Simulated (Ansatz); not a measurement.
**ZnO: pressure against volume**

One table from this session's results is given with a row withheld; the runs are named, their logs left out.

Method: DFT LDA, scalar-relativistic, in Ansatz 0.2.0.

## The starting structure

The structure is hexagonal, space group P6_3mc (No. 186). The conventional cell has a = 3.249 Å, b = 3.249 Å, c = 5.204 Å, α = 90.00°, β = 90.00°, γ = 120.00°. Zn (site symmetry 3m) has 4 O at 1.97 to 1.99 Å in its first shell of neighbours. O (site symmetry 3m) is surrounded by 4 Zn at 1.97 to 1.99 Å.

Structure file:

```cif
data_structure
_symmetry_space_group_name_H-M 'P 1'
_symmetry_Int_Tables_number 1
_cell_length_a 3.2494
_cell_length_b 3.2494
_cell_length_c 5.2038
_cell_angle_alpha 90.000
_cell_angle_beta 90.000
_cell_angle_gamma 120.000
_cell_volume 47.58
loop_
_atom_site_label
_atom_site_type_symbol
_atom_site_fract_x
_atom_site_fract_y
_atom_site_fract_z
_atom_site_occupancy
Zn1 Zn 0.33333 0.66667 0.00000 1
Zn2 Zn 0.66667 0.33333 0.50000 1
O1 O 0.33333 0.66667 0.38210 1
O2 O 0.66667 0.33333 0.88210 1
```

Atoms are numbered in the order of the input: Zn1, Zn2, O3, O4.

Set-up of the first run:

input.yaml

```yaml
crystal:
  lattice:
    - [3.1830658516, 0.0, 0.0]
    - [-1.5915329258, 2.7566158894, 0.0]
    - [0.0, 0.0, 5.0975701925]
  atoms:
    - { symbol: Zn, position: [0.3333333333, 0.6666666667, 0.0] }
    - { symbol: Zn, position: [0.6666666667, 0.3333333333, 0.5] }
    - { symbol: O, position: [0.3333333333, 0.6666666667, 0.3821] }
    - { symbol: O, position: [0.6666666667, 0.3333333333, 0.8821] }
kpoints:
  mp_grid: { grid: [8, 8, 5] }
  band_path:
    path:
      - [0.0, 0.0, 0.0]
      - [0.5, 0.0, 0.0]
      - [0.3333333333, 0.3333333333, 0.0]
      - [0.0, 0.0, 0.0]
      - [0.0, 0.0, 0.5]
      - [0.5, 0.0, 0.5]
      - [0.3333333333, 0.3333333333, 0.5]
      - [0.0, 0.0, 0.5]
      - [0.5, 0.0, 0.5]
    npoints: 5
scf:
  occupations: { method: fermi_dirac, width: 0.01 }
hamiltonian:
  xc: lda
  pseudopotentials: { kind: all_electron, lapw: { basis_error: 0.0005 } }
output:
  forces: true
  stress: true
  eigenvalues: true
```

Launch:

```bash
> ansatz run input.yaml --threads 1 --pin off --max-ram 4096MiB --backend cpu --events-out ev --progress --plain --runs-dir out
```

Steps of the session up to this table: Volume × 0.94, LAPW; Volume × 0.94, PAW; Volume × 0.94, crystal datasets; Volume × 0.98, LAPW; Volume × 0.98, PAW; Volume × 0.98, crystal datasets; Volume × 1.01, LAPW; Volume × 1.01, PAW; Volume × 1.01, crystal datasets; Volume × 1.04, LAPW; Volume × 1.04, PAW; Volume × 1.04, crystal datasets.

One of the session's tables, all rows but one given; the rest of the session is left out.

It belongs to the step «The equation of state». 

```
          method  volume (Å³/atom)  pressure (GPa)  gap on the k mesh (eV)  largest force (eV/Å)
            LAPW            11.182            2.24                    0.85                 0.043
            LAPW            11.658           -4.29                    0.78                 0.041
            LAPW            12.015           -8.29                    0.73                 0.040
            LAPW            12.372          -11.66                    0.68                 0.040
             PAW            11.182            2.17                    0.83                 0.042
             PAW            11.658           -4.33                    0.77                 0.040
             PAW            12.015           -8.30                    0.72                 0.039
             PAW            12.372               ?                       ?                     ?
crystal datasets            11.182            2.24                    0.85                 0.043
crystal datasets            11.658           -4.29                    0.78                 0.041
crystal datasets            12.015           -8.29                    0.73                 0.040
crystal datasets            12.372          -11.66                    0.68                 0.040
```

Q: Estimate the row for PAW, 12.372 from the others.

As computed: pressure (GPa): -11.66; gap on the k mesh (eV): 0.67; largest force (eV/Å): 0.038.

Limits of these values: Shape and positions are held, so a fully relaxed modulus can be lower. Warnings in the runs' records: crystal datasets made.
